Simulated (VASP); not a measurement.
A run of VASP 6.6.1 is set up as follows.

INCAR

```
  PREC = Accurate
  ENCUT = 520
  EDIFF = 1E-6
  ISMEAR = 0
  SIGMA = 0.02
  LREAL = False
  LASPH = True
  NELM = 60
  ALGO = Normal
  ISIF = 2
  LWAVE = False
  LCHARG = False
  GGA = PE
  NBANDS = 26
```

The input KPOINTS:

```
Automatic mesh
0
Gamma
  9 9 6
```

Contents of POSCAR:

```
ZnS
1.0
    3.8455096032      0.0000000000      0.0000000000
   -1.9227548016      3.3303090069      0.0000000000
    0.0000000000      0.0000000000      6.3052911691
Zn S
2 2
Direct
    0.3333333333      0.6666666667      0.0052193967
    0.6666666667      0.3333333333      0.5052193967
    0.3333333333      0.6666666667      0.3797806033
    0.6666666667      0.3333333333      0.8797806033
```

Potentials or basis: VASP PAW PBE potentials, release 64 (Zn, S).

Launch:

```console
$ cat potpaw_PBE.64/Zn/POTCAR potpaw_PBE.64/S/POTCAR > POTCAR
$ mpirun -np 1 vasp_std > vasp.out
```

Q: Estimate the band gap on the k mesh.

A: 2.08 eV, direct.

Q: Estimate the pressure.

A: 0.1 GPa.

**What was measured.**

A printed reference work, monograph reports, for a bulk crystal of ZnS at 4 K: band gap 3.911 eV (direct).

A measured gap of ZnS is 3.911 eV (direct; 4 K; a printed reference work, monograph); the calculated 2.08 eV misses it by -1.83 eV. The value is that of PBE, without temperature or zero-point motion. Semilocal functionals fall short of measured gaps as a rule.
